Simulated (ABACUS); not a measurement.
The system is As.

```
As
1.0
     1.88080    1.08588    3.51406
    -1.88080    1.08588    3.51406
     0.00000   -2.17176    3.51406
As
2
Direct
  0.22600 0.22600 0.22600
  0.77400 0.77400 0.77400
```

```yaml
Program: ABACUS 3.10.1
Task: single point
Functional: PBEsol
Potentials_or_basis: PseudoDojo NC SR 0.4.1 PBEsol standard
Cutoff: 1143 eV
Density_cutoff: 4572 eV
Basis: plane waves
k_mesh: 9 × 9 × 9
Occupations: fermi-dirac, width 0.05 eV
Spin: no spin polarisation
```

On this cell: pressure 0.3 GPa; largest force 0.373 eV/Å; band gap on the k mesh none (metal or under the smearing width).

The same run follows on a disturbed copy (atoms moved at random, drawn with an rms of 0.05 Å):

```
As
1.0
     1.88080    1.08588    3.51406
    -1.88080    1.08588    3.51406
     0.00000   -2.17176    3.51406
As
2
Direct
  0.21182 0.22474 0.23282
  0.77552 0.77550 0.76813
```

Problem. What does the disturbed cell give?

Solution. The energy (extrapolated to zero smearing) moves by +8.9 meV/atom; pressure 0.9 GPa; largest force 0.657 eV/Å; band gap on the k mesh none (metal or under the smearing width).

Forces in eV/Å, atoms in the order of the input:
```
As   0.125  0.281  0.581
As  -0.125 -0.281 -0.581
```

Stress tensor (GPa, compression positive):
```
 0.59 -0.22  0.62
-0.22  1.73  1.32
 0.62  1.32  0.45
```
